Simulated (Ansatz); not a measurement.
# Cd (diamond type): how the settings move a single-point run

Question: which choices in the input matter for Cd (diamond type)?

Method: reference: DFT, PBE, all-electron LAPW, scalar-relativistic, in Ansatz 0.2.0.

**1. The structure to begin with**

Symmetry: Fd-3m, No. 227, cubic system. Conventional cell: a = 6.567 Å, b = 6.567 Å, c = 6.567 Å, α = 90.00°, β = 90.00°, γ = 90.00°. Around Cd (site symmetry -43m) lie 4 Cd at 2.84 Å.

Coordinates:

```
CELL_PARAMETERS angstrom
0.00000 3.28338 3.28338
3.28338 0.00000 3.28338
3.28338 3.28338 0.00000
ATOMIC_POSITIONS crystal
Cd 0.00000 0.00000 0.00000
Cd 0.25000 0.25000 0.25000
```

**2. The reference run**

Input file input.yaml:

```yaml
crystal:
  lattice:
    - [0.0, 3.2833788727, 3.2833788727]
    - [3.2833788727, 0.0, 3.2833788727]
    - [3.2833788727, 3.2833788727, 0.0]
  atoms:
    - { symbol: Cd, position: [0.0, 0.0, 0.0] }
    - { symbol: Cd, position: [0.25, 0.25, 0.25] }
kpoints:
  mp_grid: { grid: [9, 9, 9] }
scf:
  occupations: { method: fermi_dirac, width: 0.08 }
hamiltonian:
  xc: pbe
  pseudopotentials: { kind: all_electron, lapw: { basis_error: 0.00025 } }
output:
  forces: true
  stress: true
  eigenvalues: true
```

Run with:

```
> ansatz run input.yaml --threads 1 --pin off --max-ram 2048MiB --backend cpu --events-out ev --progress --plain --runs-dir out
```

**3. Changed: occupations.method methfessel_paxton, occupations.width 0.1, dr2_threshold 1.0e-11**

input.yaml, as its differences from that of step 2:

```diff
@@ -11,3 +11,4 @@
 scf:
-  occupations: { method: fermi_dirac, width: 0.08 }
+  occupations: { method: methfessel_paxton, width: 0.1 }
+  convergence: { dr2_threshold: 1.0e-11 }
 hamiltonian:
```

Q: Predict the outcome of this session. Wanted: for each run, ending; energy change; pressure; gap; force.

As calculated:

| run | ending | energy change | pressure (GPa) | gap (eV) | force (eV/Å) | cycles | time |
| --- | --- | --- | --- | --- | --- | --- | --- |
| reference | converged | 0 | 0.8 | 0.00 | 0.00 | 7 | 17 s |
| 1: occupations.method methfessel_paxton, occupations.width 0.1, dr2_threshold 1.0e-11 | converged | 0.0 meV/atom (σ→0) | 0.7 | 0.00 | 0.00 | 10 | 24 s |

Residual by cycle in the longest SCF loop of each run; runs are numbered as in the table. The quantity is the density residual dr2, in eV.

| cycle | reference | run 1 |
| --- | --- | --- |
| 1 | 0.0578 | 0.0595 |
| 2 | 0.0165 | 0.003 |
| 3 | 0.00529 | 0.00256 |
| 4 | 5.6e-4 | 3.4e-4 |
| 5 | 3.8e-5 | 2.7e-5 |
| 6 | 7.2e-7 | 6.1e-7 |
| 7 | 1.4e-8 | 1.0e-8 |
| 8 | - | 2.4e-10 |
| 9 | - | 1.6e-11 |
| 10 | - | 1.4e-12 |

**Reading.** Changing the smearing and convergence setting hardly moves the energy: 0.0 meV/atom. Cost: 10 SCF cycles against 7.
